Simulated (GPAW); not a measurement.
Wanted: an ASE script for a GPAW 26.7.0 run.

```
Task                : relaxation of cell and atoms
Functional          : r2SCAN
Dispersion          : D3(BJ)
Potentials or basis : GPAW PAW data sets (gpaw-data 1.2.1)
Cutoff              : 800 eV
Basis               : pw
k mesh              : 7 × 7 × 5
Occupations         : fermi-dirac, width 0.05 eV
Spin                : no spin polarisation
Maxiter             : 150
Optimizer           : BFGS
Fmax                : 0.02 eV/Å
Max steps           : 40
```

The structure of ZrB2 lies in ZrB2.xyz:

```xyz
3
Lattice="3.1700000000 0.0000000000 0.0000000000 -1.5850000000 2.7453005300 0.0000000000 0.0000000000 0.0000000000 3.5330000000" Properties=species:S:1:pos:R:3 pbc="T T T"
Zr     0.0000000000      0.0000000000      0.0000000000
B      1.5850000002      0.9151001766      1.7665000000
B     -0.0000000002      1.8302003534      1.7665000000
```

These files were run (other wordings do the same):

run.py

```python
from ase.calculators.mixing import SumCalculator
from ase.filters import FrechetCellFilter
from ase.io import read, write
from ase.optimize import BFGS
from dftd3.ase import DFTD3
from gpaw import GPAW, PW

atoms = read('ZrB2.xyz')

calc = GPAW(mode=PW(800),
            xc='MGGA_X_R2SCAN+MGGA_C_R2SCAN',
            kpts={'size': (7, 7, 5), 'gamma': True},
            occupations={'name': 'fermi-dirac', 'width': 0.05},
            nbands=20,
            convergence={'density': 1e-05, 'energy': 1e-05},
            maxiter=150,
            txt='gpaw.txt')
atoms.calc = SumCalculator([calc, DFTD3(method='r2scan', damping='d3bj')])
opt = BFGS(FrechetCellFilter(atoms), trajectory='relax.traj', logfile='-')
done = opt.run(fmax=0.02, steps=40)
calc.write('gs.gpw')
write('result.traj', atoms)
print('Converged:', done)
print('Cell:', atoms.cell.cellpar().round(4))
print('Volume:', round(atoms.get_volume(), 4))
print(atoms.get_scaled_positions().round(5))
```

Potentials or basis: GPAW PAW data sets (gpaw-data 1.2.1), pw.

The run is started by

```sh
$ OMP_NUM_THREADS=1 python run.py
```

Results of the run:

```yaml
Relaxed_volume: 10.15 Å³/atom
Relaxed_cell: a = 3.157 Å, b = 3.157 Å, c = 3.530 Å, α = 90.00°, β = 90.00°, γ = 120.00°
Space_group_after_relaxing_to_0.05_Å: P6/mmm (No. 191)
Energy_gained_by_relaxing: 0.6 meV/atom
Ionic_steps: 5
Pressure_after_relaxing: 0.0 GPa
Band_gap_on_the_k_mesh: none (metal or under the smearing width)
Dispersion_energy_per_atom: -0.185 eV
```

Caveat: later steps reuse the first step's grids; the PAW data sets were made with another functional, which shifts forces and pressure a little; pairwise dispersion overbinds metals, which lowers pressure and volume.

It took 2.5 min on 1 thread of AMD EPYC 9R14 (Zen 4) (shared host), peak memory 0.65 GiB.
